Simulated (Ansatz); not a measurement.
SnSe (Fm-3m), one atom moved over a plane

The calculation used DFT LDA, scalar-relativistic, plane waves, PAW (Ansatz 0.2.0). Cutoff 420 eV, Γ-centred 8×8×8 k-points, Gaussian smearing of 0.05 eV. No spin polarisation. Energies are free energies at this smearing, counted from the undisturbed cell; pressure is positive in compression.

The undisturbed cell (as given, not relaxed at this level; it stands at -3.4 GPa; this rock-salt form isn't the usual structure):

```yaml
crystal:
  lattice:
    - [0.00000, 3.01000, 3.01000]
    - [3.01000, 0.00000, 3.01000]
    - [3.01000, 3.01000, 0.00000]
  atoms:
    - { symbol: Sn, position: [0.00000, 0.00000, 0.00000] }
    - { symbol: Se, position: [0.50000, 0.50000, 0.50000] }
```

Atom 1 (Sn) is moved by p along (0.707, 0.707, 0.000) and q along (0.000, 0.000, 1.000) (Å), all else fixed. Points are written (p, q).

Energy above the undisturbed cell in eV/cell (a dash: not computed):

```
 p \ q  -0.200  -0.100  0.000  0.100  0.200
-0.200    0.01    0.00   0.00   0.00   0.01
-0.100    0.00    0.00   0.00   0.00   0.00
 0.000    0.00    0.00   0.00   0.00   0.00
 0.100    0.00    0.00   0.00   0.00   0.00
 0.200    0.01    0.00   0.00   0.00   0.01
```

Pressure in GPa:

| p \ q | -0.200 | -0.100 | 0.000 | 0.100 | 0.200 |
| --- | --- | --- | --- | --- | --- |
| -0.200 | -2.2 | -2.6 | -2.8 | -2.6 | -2.2 |
| -0.100 | -2.6 | -3.1 | -3.2 | -3.1 | -2.6 |
| 0.000 | -2.8 | -3.2 | -3.4 | -3.2 | -2.8 |
| 0.100 | -2.6 | -3.1 | -3.2 | -3.1 | -2.6 |
| 0.200 | -2.2 | -2.6 | -2.8 | -2.6 | -2.2 |

Gap on the k-mesh in eV:

| p \ q | -0.200 | -0.100 | 0.000 | 0.100 | 0.200 |
| --- | --- | --- | --- | --- | --- |
| -0.200 | 0.51 | 0.57 | 0.53 | 0.57 | 0.51 |
| -0.100 | 0.55 | 0.58 | 0.59 | 0.58 | 0.55 |
| 0.000 | 0.79 | 0.65 | 0.61 | 0.65 | 0.79 |
| 0.100 | 0.55 | 0.58 | 0.59 | 0.58 | 0.55 |
| 0.200 | 0.51 | 0.57 | 0.53 | 0.57 | 0.51 |